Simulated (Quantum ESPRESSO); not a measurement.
Sn under changes of volume

One of the cells (27.353 Å³/atom); the others are scaled copies at fixed shape and fractional positions:

```
Sn
1.0
    -2.02919    2.02919    1.66076
     2.02919   -2.02919    1.66076
     2.02919    2.02919   -1.66076
Sn
1
Cartesian
  0.0000 0.0000 0.0000
```

This isn't the form of Sn at room conditions, which is tetragonal (white tin).

```yaml
Program: Quantum ESPRESSO 7.5
Functional: r2SCAN
Potentials_or_basis: SG15 PBE 1.2
Cutoff: 952 eV
Density_cutoff: 3810 eV
k_mesh: 8 × 8 × 8
Occupations: fermi-dirac, width 0.05 eV
Spin: no spin polarisation
```

| volume (Å³/atom) | energy over the lowest point (meV/atom) | pressure (GPa) |
| --- | --- | --- |
| 25.712 | 3.95 | 1.7 |
| 26.259 | 0.00 | 0.4 |
| 26.806 | 0.17 | -0.7 |
| 27.353 | ? | ? |
| 27.901 | 11.43 | -2.6 |
| 28.448 | 21.79 | -3.5 |
| 28.995 | 34.83 | -4.2 |

**Question.** What does the run at 27.353 Å³/atom give?

**Answer.** Energy over the lowest point 4.10 meV/atom; pressure -1.7 GPa.

Worked out: A Birch-Murnaghan fit of order 3 (a polynomial in V^(-2/3)) to the other rows has its minimum at 26.50 Å³/atom with B0 = V·E''(V) = 56 GPa and B' = 4.2 at fixed shape and positions, which overstates the stiffness. It gives 4.12 meV/atom at 27.353 Å³/atom, against the run's 4.10, and -dE/dV = -1.7 GPa, against -1.7.

Energies are extrapolated to zero smearing.

Caveats: the potentials were made for another functional, which shifts forces and pressure.
